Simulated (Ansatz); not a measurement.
Method: DFT PBE, scalar-relativistic, plane waves, PAW in Ansatz 0.2.0. Settings: cutoff 420 eV, Γ-centred meshes spaced at most about 0.3 Å⁻¹, and about 0.25 Å⁻¹ or finer for metals (2π included), Gaussian smearing. No spin polarisation.

Each guess is relaxed in cell and atoms at zero pressure, on a coarse mesh first where it starts far from rest and then on a converged one. The steps can't lower the symmetry of the start, but it can rise. Energies are static (0 K, no zero-point motion).

Two unrelaxed guesses for AsPt4:

A.

```yaml
crystal:
  lattice:
    - [0.00000, 3.88969, 3.88969]
    - [3.88969, 0.00000, 3.88969]
    - [3.88969, 3.88969, 0.00000]
  atoms:
    - { symbol: As, position: [0.00000, 0.00000, 0.00000] }
    - { symbol: Pt, position: [0.64000, 0.12000, 0.12000] }
    - { symbol: Pt, position: [0.12000, 0.12000, 0.12000] }
    - { symbol: Pt, position: [0.12000, 0.64000, 0.12000] }
    - { symbol: Pt, position: [0.12000, 0.12000, 0.64000] }
```

B.

```yaml
crystal:
  lattice:
    - [-2.81256, 2.81256, 2.81256]
    - [2.81256, -2.81256, 2.81256]
    - [2.81256, 2.81256, -2.81256]
  atoms:
    - { symbol: As, position: [0.00000, 0.00000, 0.00000] }
    - { symbol: Pt, position: [0.00000, 0.00000, 0.50000] }
    - { symbol: Pt, position: [0.50000, 0.00000, 0.00000] }
    - { symbol: Pt, position: [0.00000, 0.50000, 0.00000] }
    - { symbol: Pt, position: [0.50000, 0.50000, 0.50000] }
```

Task: Where do they end, and which end is lower?

Result: B ends lower, by 0.76 eV/atom. A: F-43m at 23.5 Å³/atom → F-43m at 36.8 Å³/atom; B: Im-3m at 17.8 Å³/atom → Im-3m at 18.2 Å³/atom. Counting Pt atoms around As (those within 1.25 times the shortest such distance or 1.15 times the sum of covalent radii), the end of A has As 4 and the end of B has As 8. End of A. Conventional cell: a = 9.027 Å. Around As lie 4 Pt at 2.31 Å; Pt is surrounded by 1 As at 2.31 Å and 3 Pt at 2.62 Å. End of B. Conventional cell: a = 5.664 Å. As has 8 Pt at 2.45 Å; Pt has 2 As at 2.45 Å and 6 Pt at 2.83 Å.

Ends held by symmetry can be saddle points. Even the lowest of the cells shown lies +0.11 eV/atom against the elements. These runs have no spin–orbit coupling, which can matter for Pt. Some candidate types were left out of the draw beforehand, so a known form may be missing.
